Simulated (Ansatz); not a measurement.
# Ytterbium, simple cubic under BLYP: from relaxation to bulk modulus

The plan for ytterbium in the simple cubic structure: relax it, solve it on a dense k-mesh, then scale the cell to 7 volumes from 88 to 112 % of the relaxed one and try a fit of the equation of state. Spin polarisation is left out. The k-meshes are 9×9×9 for the relaxation; 15×15×15 for the dense run; 10×10×10 for the volumes.

Computed with Ansatz 0.2.0 (DFT BLYP, plane waves (420 eV) with PAW, scalar-relativistic; PBE-made PAW files, unless a step says otherwise).

### 1 Starting point

Symmetry: Pm-3m, No. 221, cubic system. Conventional cell: a = 3.546 Å, b = 3.546 Å, c = 3.546 Å, α = 90.00°, β = 90.00°, γ = 90.00°. Yb (site symmetry m-3m) has 6 Yb at 3.55 Å as nearest neighbours.

As a file:

```xyz
1
Lattice="3.5459 0.0000 0.0000 0.0000 3.5459 0.0000 0.0000 0.0000 3.5459" Properties=species:S:1:pos:R:3 pbc="T T T"
Yb    0.0000    0.0000    0.0000
```

### 2 Relaxation of the cell

input.yaml

```yaml
crystal:
  lattice:
    - [3.5458978789, 0.0, 0.0]
    - [0.0, 3.5458978789, 0.0]
    - [0.0, 0.0, 3.5458978789]
  atoms:
    - { symbol: Yb, position: [0.0, 0.0, 0.0] }
hamiltonian:
  xc: blyp
  pseudopotentials:
    kind: paw
    azcp:
      Yb: "pseudopotentials/Yb.paw.azcp"
basis:
  ecutwfc: 420
  fft_grid_basis: typed
kpoints:
  mp_grid: { grid: [9, 9, 9], shift: [0, 0, 0] }
magnetization:
  spin_polarized: false
scf:
  occupations: { method: fermi_dirac, width: 0.1 }
relax:
  max_steps: 60
  f_tol: 0.01
  cell: {}
```

The log of the run (excerpt; [...] marks lines left out):

```text
Warning: RAYON_NUM_THREADS=2 ignored (pool sized by the plan → 2); use --threads N
[...]
Pseudopotentials: kind: paw
Pseudopotential: Yb, paw, valence charge 24, recommended cutoff 420 eV (normal), <dir>
Functional definition: BLYP
[...]
Crystal: 1 atoms, lattice volume = 44.584 Å³
Basis set: ecut = 420 eV, 895 PW (Γ), exchange–correlation on 48×48×48 points (8 copies of the dense FFT grid, shifted against one another)
Bands: 16, of which v1, the nominal top of the filled ones, is band 12 counted from 1 (11 counted from 0)
Symmetry: 48 space group operations
Space group: Pm-3m (ITA 221), of the structure as read, at distance tolerance 3.5e-5 Å
k-points: 35 of 729
[...]
SCF iter   1: F=—  HF=-13817.910633 eV  |F-HF|=—  |Δ(HF+E_count)|=         —  Δρ=9.28e-3  dr2=5.24e-2  ethr=1.77e-3  ⟨swp⟩=5.6  Hψ=2775  notcnv=0
[...]
relax step   1: F+E_penalty+E_count = -13817.89678458 eV  Δ(F+E_penalty+E_count) = +0.000e0 eV  max|allowed force component| = 0.000e0 eV/Å  Δτ_max = 0.0000 Å  P = -0.268 GPa  Ω = 44.584 Å³  (8 SCF iters, dr2 threshold 1.00e-7 eV, accepted)
[...]
relax step   3: F+E_penalty+E_count = -13817.89890662 eV  Δ(F+E_penalty+E_count) = -1.464e-3 eV  max|allowed force component| = 0.000e0 eV/Å  Δτ_max = 0.0000 Å  P = +0.018 GPa  Ω = 42.764 Å³  energy of the carried Pulay correction = +6.405e-4 eV  (6 SCF iters, dr2 threshold 1.00e-7 eV, accepted)
[...]
relax step   4: F+E_penalty+E_count = -13817.89833274 eV  Δ(F+E_penalty+E_count) = +5.739e-4 eV  max|allowed force component| = 0.000e0 eV/Å  Δτ_max = 0.0000 Å  P = +0.006 GPa  Ω = 42.764 Å³  stress off target by 5.54e-3 GPa  SCF on the basis re-selected at this cell (its energy is not [...]
SCF converged after 6 iterations
Free energy (F): -13817.898333 eV
[...]
E sigma→0 (E₀):  -13817.853649 eV
Entropy (-TS):   -0.089368 eV (-89.368 meV/atom)
Fermi energy:    8.975829 eV
[...]
--- Forces (eV/Å), atoms counted from 1 ---
  atom   1  Yb     0.00000000     0.00000000    -0.00000000
[...]
--- Stress (GPa, compression-positive) ---
        0.005539      -0.000000       0.000000
       -0.000000       0.005539      -0.000000
        0.000000      -0.000000       0.005539
  P = ⅓ Tr σ = 0.0055 GPa (0.055 kbar)
--- Relaxed structure (3 steps of the walk, 3 accepted, 1 SCFs on fresh bases) ---
  F+E_penalty+E_count = -13817.89833274 eV   max|allowed force component| = 0.000e0 eV/Å   (the final SCF, on the basis selected at the relaxed cell)
  cell:  # Å, volume = 42.7644 Å³
    - [3.496987297026603, -1.6049416203226967e-33, 0.0]
    - [-1.6049416203226967e-33, 3.496987297026603, -6.419766481290786e-35]
    - [5.135813185032629e-34, -6.419766481290786e-35, 3.496987297026603]
  atoms:
    - { symbol: Yb, position: [0.0, 0.0, 0.0] }
```

Run time: 1.6 s. Hardware: 2 threads of an x86-64 CPU, shared host; peak memory 0.38 GiB.

The steps of the relaxation:

| step | energy change (meV/atom) | largest force (eV/Å) | pressure (GPa) | volume (Å³/atom) |
| --- | --- | --- | --- | --- |
| 1 | 0.00 | 0.0000 | -0.27 | 44.584 |
| 2 | -0.66 | 0.0000 | -0.22 | 44.229 |
| 3 | -2.12 | 0.0000 | 0.02 | 42.764 |
| 4 | -1.55 | 0.0000 | 0.01 | 42.764 |

Steps that repeat a cell are solved on a basis chosen anew, so their changes of energy are no gain of the relaxation.

Changes in the cell that was computed:

|  | before | after | change |
| --- | --- | --- | --- |
| a (Å) | 3.546 | 3.497 | -1.4 % |
| b (Å) | 3.546 | 3.497 | -1.4 % |
| c (Å) | 3.546 | 3.497 | -1.4 % |
| volume (Å³/atom) | 44.584 | 42.764 | -4.1 % |
| shortest distance (Å) | 3.546 | 3.497 | -1.4 % |
| space group (spins left aside) | Pm-3m | Pm-3m | same |

### 3 Dense single point

input.yaml

```yaml
crystal:
  lattice:
    - [3.496987297, 0.0, 0.0]
    - [0.0, 3.496987297, 0.0]
    - [0.0, 0.0, 3.496987297]
  atoms:
    - { symbol: Yb, position: [0.0, 0.0, 0.0] }
hamiltonian:
  xc: blyp
  pseudopotentials:
    kind: paw
    azcp:
      Yb: "pseudopotentials/Yb.paw.azcp"
basis:
  ecutwfc: 420
  fft_grid_basis: typed
kpoints:
  mp_grid: { grid: [15, 15, 15], shift: [0, 0, 0] }
magnetization:
  spin_polarized: false
scf:
  occupations: { method: fermi_dirac, width: 0.1 }
```

The log of the run (excerpt; [...] marks lines left out):

```text
Warning: RAYON_NUM_THREADS=2 ignored (pool sized by the plan → 2); use --threads N
[...]
[... 3 set-up lines as earlier in the session ...]
[...]
Crystal: 1 atoms, lattice volume = 42.764 Å³
Basis set: ecut = 420 eV, 847 PW (Γ), exchange–correlation on 48×48×48 points (8 copies of the dense FFT grid, shifted against one another)
Bands: 16, of which v1, the nominal top of the filled ones, is band 12 counted from 1 (11 counted from 0)
[... 2 set-up lines as earlier in the session ...]
k-points: 120 of 3375
[...]
SCF iter   1: F=—  HF=-13817.916219 eV  |F-HF|=—  |Δ(HF+E_count)|=         —  Δρ=9.60e-3  dr2=5.19e-2  ethr=1.77e-3  ⟨swp⟩=5.3  Hψ=9498  notcnv=0
[...]
SCF iter   8: F=-13817.902893 eV  HF=-13817.902893 eV  |F-HF|=5.83e-8  |Δ(HF+E_count)|=   3.90e-8  Δρ=6.34e-6  dr2=1.12e-8  ethr=4.17e-10  ⟨swp⟩=2.9  Hψ=6203  notcnv=0
[...]
SCF converged after 8 iterations
Free energy (F): -13817.902893 eV
[...]
E sigma→0 (E₀):  -13817.860229 eV
Entropy (-TS):   -0.085328 eV (-85.328 meV/atom)
Fermi energy:    8.959801 eV
[...]
```

Run time: 1 s. Hardware: 2 threads of an x86-64 CPU, shared host; peak memory 0.38 GiB.

### 4 Volume × 0.88

input.yaml

```yaml
crystal:
  lattice:
    - [3.351106875, 0.0, 0.0]
    - [0.0, 3.351106875, 0.0]
    - [0.0, 0.0, 3.351106875]
  atoms:
    - { symbol: Yb, position: [0.0, 0.0, 0.0] }
hamiltonian:
  xc: blyp
  pseudopotentials:
    kind: paw
    azcp:
      Yb: "pseudopotentials/Yb.paw.azcp"
basis:
  ecutwfc: 420
  fft_grid_basis: typed
kpoints:
  mp_grid: { grid: [10, 10, 10], shift: [0, 0, 0] }
magnetization:
  spin_polarized: false
scf:
  occupations: { method: fermi_dirac, width: 0.1 }
  lower_state_search: "off"
output:
  stress: true
```

The log of the run (excerpt; [...] marks lines left out):

```text
Warning: RAYON_NUM_THREADS=2 ignored (pool sized by the plan → 2); use --threads N
[...]
[... 3 set-up lines as earlier in the session ...]
[...]
Crystal: 1 atoms, lattice volume = 37.633 Å³
Basis set: ecut = 420 eV, 739 PW (Γ), exchange–correlation on 48×48×48 points (8 copies of the dense FFT grid, shifted against one another)
Bands: 16, of which v1, the nominal top of the filled ones, is band 12 counted from 1 (11 counted from 0)
[... 1 set-up line as earlier in the session ...]
Space group: Pm-3m (ITA 221), of the structure as read, at distance tolerance 3.4e-5 Å
k-points: 56 of 1000
[...]
SCF iter   1: F=—  HF=-13817.898538 eV  |F-HF|=—  |Δ(HF+E_count)|=         —  Δρ=9.09e-3  dr2=4.30e-2  ethr=1.77e-3  ⟨swp⟩=5.8  Hψ=4425  notcnv=0
[...]
SCF iter   8: F=-13817.886600 eV  HF=-13817.886600 eV  |F-HF|=8.12e-9  |Δ(HF+E_count)|=   1.39e-9  Δρ=2.18e-6  dr2=1.03e-9  ethr=4.17e-10  ⟨swp⟩=5.4  Hψ=3675  notcnv=0
[...]
SCF converged after 8 iterations
Free energy (F): -13817.886600 eV
[...]
E sigma→0 (E₀):  -13817.849610 eV
Entropy (-TS):   -0.073980 eV (-73.980 meV/atom)
Fermi energy:    10.371682 eV
[...]
--- Stress (GPa, compression-positive) ---
        1.379458       0.000000       0.000000
        0.000000       1.379458       0.000000
        0.000000       0.000000       1.379458
  P = ⅓ Tr σ = 1.3795 GPa (13.795 kbar)
```

Run time: 0.7 s. Hardware: 2 threads of an x86-64 CPU, shared host; peak memory 0.35 GiB.

### 5 Volume × 0.92

Edit input.yaml of step 4 so:

```diff
@@ -2,5 +2,5 @@
   lattice:
-    - [3.351106875, 0.0, 0.0]
-    - [0.0, 3.351106875, 0.0]
-    - [0.0, 0.0, 3.351106875]
+    - [3.4011307705, 0.0, 0.0]
+    - [0.0, 3.4011307705, 0.0]
+    - [0.0, 0.0, 3.4011307705]
   atoms:
```

The log of the run (excerpt; [...] marks lines left out):

```text
Warning: RAYON_NUM_THREADS=2 ignored (pool sized by the plan → 2); use --threads N
[...]
[... 3 set-up lines as earlier in the session ...]
[...]
Crystal: 1 atoms, lattice volume = 39.343 Å³
Basis set: ecut = 420 eV, 751 PW (Γ), exchange–correlation on 48×48×48 points (8 copies of the dense FFT grid, shifted against one another)
Bands: 16, of which v1, the nominal top of the filled ones, is band 12 counted from 1 (11 counted from 0)
[... 2 set-up lines as earlier in the session ...]
k-points: 56 of 1000
[...]
SCF iter   1: F=—  HF=-13817.911270 eV  |F-HF|=—  |Δ(HF+E_count)|=         —  Δρ=9.82e-3  dr2=5.00e-2  ethr=1.77e-3  ⟨swp⟩=5.5  Hψ=4339  notcnv=0
[...]
SCF iter   8: F=-13817.898261 eV  HF=-13817.898261 eV  |F-HF|=1.91e-8  |Δ(HF+E_count)|=  9.77e-10  Δρ=3.20e-6  dr2=2.52e-9  ethr=4.17e-10  ⟨swp⟩=5.2  Hψ=3692  notcnv=0
[...]
SCF converged after 8 iterations
Free energy (F): -13817.898261 eV
[...]
E sigma→0 (E₀):  -13817.860025 eV
Entropy (-TS):   -0.076472 eV (-76.472 meV/atom)
Fermi energy:    9.859063 eV
[...]
--- Stress (GPa, compression-positive) ---
        0.819258       0.000000       0.000000
        0.000000       0.819258       0.000000
        0.000000       0.000000       0.819258
  P = ⅓ Tr σ = 0.8193 GPa (8.193 kbar)
```

Wall time 0.72 s (2 threads of an x86-64 CPU, shared host); peak memory 0.38 GiB.

### 6 Volume × 0.96

Edit input.yaml of step 5 so:

```diff
@@ -2,5 +2,5 @@
   lattice:
-    - [3.4011307705, 0.0, 0.0]
-    - [0.0, 3.4011307705, 0.0]
-    - [0.0, 0.0, 3.4011307705]
+    - [3.4497249183, 0.0, 0.0]
+    - [0.0, 3.4497249183, 0.0]
+    - [0.0, 0.0, 3.4497249183]
   atoms:
```

The log of the run (excerpt; [...] marks lines left out):

```text
Warning: RAYON_NUM_THREADS=2 ignored (pool sized by the plan → 2); use --threads N
[...]
[... 3 set-up lines as earlier in the session ...]
[...]
Crystal: 1 atoms, lattice volume = 41.054 Å³
Basis set: ecut = 420 eV, 799 PW (Γ), exchange–correlation on 48×48×48 points (8 copies of the dense FFT grid, shifted against one another)
Bands: 16, of which v1, the nominal top of the filled ones, is band 12 counted from 1 (11 counted from 0)
[... 2 set-up lines as earlier in the session ...]
k-points: 56 of 1000
[...]
SCF iter   1: F=—  HF=-13817.917841 eV  |F-HF|=—  |Δ(HF+E_count)|=         —  Δρ=9.97e-3  dr2=5.26e-2  ethr=1.77e-3  ⟨swp⟩=5.3  Hψ=4352  notcnv=0
[...]
SCF iter   7: F=-13817.904474 eV  HF=-13817.904474 eV  |F-HF|=7.55e-9  |Δ(HF+E_count)|=   6.07e-8  Δρ=4.46e-6  dr2=7.46e-9  ethr=4.17e-10  ⟨swp⟩=5.7  Hψ=3990  notcnv=0
[...]
SCF converged after 7 iterations
Free energy (F): -13817.904474 eV
[...]
E sigma→0 (E₀):  -13817.865335 eV
Entropy (-TS):   -0.078278 eV (-78.278 meV/atom)
Fermi energy:    9.390948 eV
[...]
--- Stress (GPa, compression-positive) ---
        0.359739       0.000000      -0.000000
       -0.000000       0.359739       0.000000
        0.000000       0.000000       0.359739
  P = ⅓ Tr σ = 0.3597 GPa (3.597 kbar)
```

Run time: 0.69 s. Hardware: 2 threads of an x86-64 CPU, shared host; peak memory 0.37 GiB.

### 7 Volume × 1.0

Edit input.yaml of step 6 so:

```diff
@@ -2,5 +2,5 @@
   lattice:
-    - [3.4497249183, 0.0, 0.0]
-    - [0.0, 3.4497249183, 0.0]
-    - [0.0, 0.0, 3.4497249183]
+    - [3.496987297, 0.0, 0.0]
+    - [0.0, 3.496987297, 0.0]
+    - [0.0, 0.0, 3.496987297]
   atoms:
```

The log of the run (excerpt; [...] marks lines left out):

```text
Warning: RAYON_NUM_THREADS=2 ignored (pool sized by the plan → 2); use --threads N
[...]
[... 3 set-up lines as earlier in the session ...]
[...]
Crystal: 1 atoms, lattice volume = 42.764 Å³
Basis set: ecut = 420 eV, 847 PW (Γ), exchange–correlation on 48×48×48 points (8 copies of the dense FFT grid, shifted against one another)
Bands: 16, of which v1, the nominal top of the filled ones, is band 12 counted from 1 (11 counted from 0)
[... 2 set-up lines as earlier in the session ...]
k-points: 56 of 1000
[...]
SCF iter   1: F=—  HF=-13817.919689 eV  |F-HF|=—  |Δ(HF+E_count)|=         —  Δρ=9.58e-3  dr2=5.10e-2  ethr=1.77e-3  ⟨swp⟩=5.2  Hψ=4347  notcnv=0
[...]
SCF iter   7: F=-13817.906260 eV  HF=-13817.906260 eV  |F-HF|=4.81e-8  |Δ(HF+E_count)|=   2.23e-8  Δρ=8.07e-6  dr2=4.50e-8  ethr=4.17e-10  ⟨swp⟩=4.6  Hψ=4591  notcnv=0
[...]
SCF converged after 7 iterations
Free energy (F): -13817.906260 eV
[...]
E sigma→0 (E₀):  -13817.866270 eV
Entropy (-TS):   -0.079981 eV (-79.981 meV/atom)
Fermi energy:    8.960732 eV
[...]
--- Stress (GPa, compression-positive) ---
       -0.010658      -0.000000      -0.000000
       -0.000000      -0.010658       0.000000
        0.000000       0.000000      -0.010658
  P = ⅓ Tr σ = -0.0107 GPa (-0.107 kbar)
```

Run time: 0.71 s. Hardware: 2 threads of an x86-64 CPU, shared host; peak memory 0.38 GiB.

### 8 Volume × 1.04

Edit input.yaml of step 7 so:

```diff
@@ -2,5 +2,5 @@
   lattice:
-    - [3.496987297, 0.0, 0.0]
-    - [0.0, 3.496987297, 0.0]
-    - [0.0, 0.0, 3.496987297]
+    - [3.543005565, 0.0, 0.0]
+    - [0.0, 3.543005565, 0.0]
+    - [0.0, 0.0, 3.543005565]
   atoms:
```

The log of the run (excerpt; [...] marks lines left out):

```text
Warning: RAYON_NUM_THREADS=2 ignored (pool sized by the plan → 2); use --threads N
[...]
[... 3 set-up lines as earlier in the session ...]
[...]
Crystal: 1 atoms, lattice volume = 44.475 Å³
Basis set: ecut = 420 eV, 895 PW (Γ), exchange–correlation on 48×48×48 points (8 copies of the dense FFT grid, shifted against one another)
Bands: 16, of which v1, the nominal top of the filled ones, is band 12 counted from 1 (11 counted from 0)
[... 2 set-up lines as earlier in the session ...]
k-points: 56 of 1000
[...]
SCF iter   1: F=—  HF=-13817.917643 eV  |F-HF|=—  |Δ(HF+E_count)|=         —  Δρ=8.94e-3  dr2=4.74e-2  ethr=1.77e-3  ⟨swp⟩=5.6  Hψ=4338  notcnv=0
[...]
SCF iter   8: F=-13817.904515 eV  HF=-13817.904515 eV  |F-HF|=4.63e-8  |Δ(HF+E_count)|=   5.38e-8  Δρ=4.76e-6  dr2=6.32e-9  ethr=4.17e-10  ⟨swp⟩=4.5  Hψ=4292  notcnv=0
[...]
SCF converged after 8 iterations
Free energy (F): -13817.904515 eV
[...]
E sigma→0 (E₀):  -13817.863502 eV
Entropy (-TS):   -0.082026 eV (-82.026 meV/atom)
Fermi energy:    8.563224 eV
[...]
--- Stress (GPa, compression-positive) ---
       -0.301954       0.000000       0.000000
        0.000000      -0.301954       0.000000
        0.000000       0.000000      -0.301954
  P = ⅓ Tr σ = -0.3020 GPa (-3.020 kbar)
```

It took 0.73 s on 2 threads of an x86-64 CPU, shared host; peak memory 0.38 GiB.

### 9 Volume × 1.08

Edit input.yaml of step 8 so:

```diff
@@ -2,5 +2,5 @@
   lattice:
-    - [3.543005565, 0.0, 0.0]
-    - [0.0, 3.543005565, 0.0]
-    - [0.0, 0.0, 3.543005565]
+    - [3.5878584982, 0.0, 0.0]
+    - [0.0, 3.5878584982, 0.0]
+    - [0.0, 0.0, 3.5878584982]
   atoms:
```

The log of the run (excerpt; [...] marks lines left out):

```text
Warning: RAYON_NUM_THREADS=2 ignored (pool sized by the plan → 2); use --threads N
[...]
[... 3 set-up lines as earlier in the session ...]
[...]
Crystal: 1 atoms, lattice volume = 46.186 Å³
Basis set: ecut = 420 eV, 895 PW (Γ), exchange–correlation on 48×48×48 points (8 copies of the dense FFT grid, shifted against one another)
Bands: 16, of which v1, the nominal top of the filled ones, is band 12 counted from 1 (11 counted from 0)
[... 1 set-up line as earlier in the session ...]
Space group: Pm-3m (ITA 221), of the structure as read, at distance tolerance 3.6e-5 Å
k-points: 56 of 1000
[...]
SCF iter   1: F=—  HF=-13817.913138 eV  |F-HF|=—  |Δ(HF+E_count)|=         —  Δρ=8.34e-3  dr2=4.44e-2  ethr=1.77e-3  ⟨swp⟩=5.8  Hψ=4321  notcnv=0
[...]
SCF iter   8: F=-13817.900081 eV  HF=-13817.900081 eV  |F-HF|=1.34e-8  |Δ(HF+E_count)|=   4.16e-8  Δρ=3.82e-6  dr2=5.07e-9  ethr=4.17e-10  ⟨swp⟩=5.6  Hψ=3785  notcnv=0
[...]
SCF converged after 8 iterations
Free energy (F): -13817.900081 eV
[...]
E sigma→0 (E₀):  -13817.857911 eV
Entropy (-TS):   -0.084342 eV (-84.342 meV/atom)
Fermi energy:    8.194095 eV
[...]
--- Stress (GPa, compression-positive) ---
       -0.519849       0.000000       0.000000
        0.000000      -0.519849       0.000000
        0.000000       0.000000      -0.519849
  P = ⅓ Tr σ = -0.5198 GPa (-5.198 kbar)
```

Wall time 0.8 s (2 threads of an x86-64 CPU, shared host); peak memory 0.38 GiB.

### 10 Volume × 1.12

Edit input.yaml of step 9 so:

```diff
@@ -2,5 +2,5 @@
   lattice:
-    - [3.5878584982, 0.0, 0.0]
-    - [0.0, 3.5878584982, 0.0]
-    - [0.0, 0.0, 3.5878584982]
+    - [3.6316171828, 0.0, 0.0]
+    - [0.0, 3.6316171828, 0.0]
+    - [0.0, 0.0, 3.6316171828]
   atoms:
```

The log of the run (excerpt; [...] marks lines left out):

```text
Warning: RAYON_NUM_THREADS=2 ignored (pool sized by the plan → 2); use --threads N
[...]
[... 3 set-up lines as earlier in the session ...]
[...]
Crystal: 1 atoms, lattice volume = 47.896 Å³
Basis set: ecut = 420 eV, 925 PW (Γ), exchange–correlation on 50×50×50 points (8 copies of the dense FFT grid, shifted against one another)
Bands: 16, of which v1, the nominal top of the filled ones, is band 12 counted from 1 (11 counted from 0)
[... 2 set-up lines as earlier in the session ...]
k-points: 56 of 1000
[...]
SCF iter   1: F=—  HF=-13817.906332 eV  |F-HF|=—  |Δ(HF+E_count)|=         —  Δρ=7.81e-3  dr2=4.21e-2  ethr=1.77e-3  ⟨swp⟩=5.8  Hψ=4326  notcnv=0
[...]
SCF iter   9: F=-13817.893653 eV  HF=-13817.893653 eV  |F-HF|=1.09e-8  |Δ(HF+E_count)|=   4.61e-8  Δρ=6.19e-6  dr2=1.93e-8  ethr=1.05e-10  ⟨swp⟩=4.8  Hψ=3373  notcnv=0
[...]
SCF converged after 9 iterations
Free energy (F): -13817.893653 eV
[...]
E sigma→0 (E₀):  -13817.850299 eV
Entropy (-TS):   -0.086708 eV (-86.708 meV/atom)
Fermi energy:    7.850514 eV
[...]
--- Stress (GPa, compression-positive) ---
       -0.676273       0.000000       0.000000
        0.000000      -0.676273       0.000000
        0.000000       0.000000      -0.676273
  P = ⅓ Tr σ = -0.6763 GPa (-6.763 kbar)
```

It took 0.97 s on 2 threads of an x86-64 CPU, shared host; peak memory 0.39 GiB.

### 11 The equation of state

The cell was scaled evenly, with its shape and the fractional positions fixed.

| V (Å³/atom) | E − E₀ (meV/atom) | P from the stress (GPa) | P from the fit (GPa) |
| --- | --- | --- | --- |
| 37.633 | 16.7 | 1.38 | 1.28 |
| 39.343 | 6.3 | 0.82 | 0.72 |
| 41.054 | 1.0 | 0.36 | 0.27 |
| 42.764 | 0.0 | -0.01 | -0.10 |
| 44.475 | 2.8 | -0.30 | -0.39 |
| 46.186 | 8.4 | -0.52 | -0.63 |
| 47.896 | 16.0 | -0.68 | -0.82 |

Fit (Birch-Murnaghan, third order): V₀ = 42.278 Å³/atom, B₀ = 8.6 GPa, B₀′ = 4.2, largest residual 0.12 meV/atom.

Fit and stress differ a little: one follows E(σ → 0), the other the smeared free energy.

### 12 Results

```
                      quantity                         value
space group (spins left aside)               Pm-3m (No. 221)
             conventional cell                   a = 3.497 Å
                        volume                42.764 Å³/atom
             shortest distance                       3.497 Å
               gap on the mesh  none (levels filled in part)
               relative to fcc                 +465 meV/atom
                   V₀, B₀, B₀′  42.278 Å³/atom, 8.6 GPa, 4.2
```

What this shows: From the guessed start the volume shrank by 4.1 % in 4 steps. It lies 465 meV/atom above the element's reference form at the same level (fcc, from a run of its own). No gap shows: it is a metal or semimetal at this level. The fitted modulus is 8.6 GPa, a soft solid. The symmetry was held, so the structure may be unstable against distortions that break it.
